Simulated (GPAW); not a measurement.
PbS (Galena):

```
Pb S
1.0
     0.00000    2.96575    2.96575
     2.96575    0.00000    2.96575
     2.96575    2.96575    0.00000
Pb S
1 1
Direct
  0.00000 0.00000 0.00000
  0.50000 0.50000 0.50000
```

Program: GPAW 26.7.0. Alike in all runs: task band structure; cell as given; k mesh 6 × 6 × 6; cutoff (eV) 600; smearing fermi-dirac 0.05 eV.

Problem. Order these runs on this cell by their band gap on the k mesh, lowest first.
A. level GLLB-SC; potentials or basis the program's PAW data sets (release 1.2.1) made for this functional, pw; spin off; band points 60
B. level vdW-DF-cx; potentials or basis GPAW PAW data sets (gpaw-data 1.2.1), pw; spin SOC, no magnetisation; band points 80; spin axis theta (degrees) 90; spin axis phi (degrees) 0; soc after scf second variation
C. level vdW-DF; potentials or basis GPAW PAW data sets (gpaw-data 1.2.1), pw; spin SOC, no magnetisation; band points 100; spin axis theta (degrees) 90; spin axis phi (degrees) 0; soc after scf second variation

Solution. C (0.15 eV), B (0.31 eV), A (1.03 eV).

Caveats: spin-orbit coupling was added after a scalar SCF, so levels and gaps hold it while energy, forces, pressure and moments don't (some runs); this program's spin-orbit splittings come out too wide for heavy elements (some runs); the GLLB-SC gap is the Kohn-Sham gap of the path plus the derivative discontinuity (some runs); a model potential gives levels but no total energy (some runs); spin-orbit coupling is left out, which as a rule narrows the gap of such compounds by several tenths of an eV (some runs).

A k mesh can miss the band edges.

Runs at the PBE level aren't shown here.
